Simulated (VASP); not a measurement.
A run of VASP 6.6.1 is set up as follows.

Contents of INCAR:

```
PREC     = Accurate       # precision mode
ENCUT    = 900            # plane-wave cutoff, eV
EDIFF    = 1E-8           # SCF threshold, eV
ISMEAR   = 0              # smearing method
SIGMA    = 0.05           # smearing width, eV
LREAL    = False          # projectors in reciprocal space
LASPH    = True           # aspherical terms in the spheres
NELM     = 100            # most SCF steps
ALGO     = Normal         # electronic algorithm
ISIF     = 2              # what is computed and relaxed
LWAVE    = False          # write WAVECAR
LCHARG   = False          # write CHGCAR
ISPIN    = 2              # spin polarisation
MAGMOM   = 3 0            # initial moments
LORBIT   = 11             # projections on sites
LMAXMIX  = 4              # l up to which the mixer works
NBANDS   = 18             # bands
ADDGRID  = False
```

The input KPOINTS:

```
Automatic mesh
0
Gamma
  13 13 13
```

The input POSCAR:

```
FeO
1.0
    0.0000000000      2.1554000000      2.1554000000
    2.1554000000      0.0000000000      2.1554000000
    2.1554000000      2.1554000000      0.0000000000
Fe O
1 1
Direct
    0.0000000000      0.0000000000      0.0000000000
    0.5000000000      0.5000000000      0.5000000000
```

Potentials or basis: VASP PAW LDA potentials, release 64 (Fe, O).

Launch:

```console
$ cat potpaw_LDA.64/Fe/POTCAR potpaw_LDA.64/O/POTCAR > POTCAR
$ mpirun -np 1 vasp_std > vasp.out
```

Task: What does it give for the site moments?

Result: Fe +3.58; O +0.32 μB.

Task: What does it give for the pressure?

Result: -15.3 GPa.

Caveat: so large a pressure means that the cell lies far from this level's equilibrium, or that cutoff or potentials fall short; a cell with one magnetic atom can't hold antiferromagnetic order, which such compounds often take; semilocal functionals often make such compounds metallic where correlation or magnetic order opens a gap, which also shifts bond lengths.

The gap isn't set beside the measured one, since this odd mesh misses points on the zone boundary.
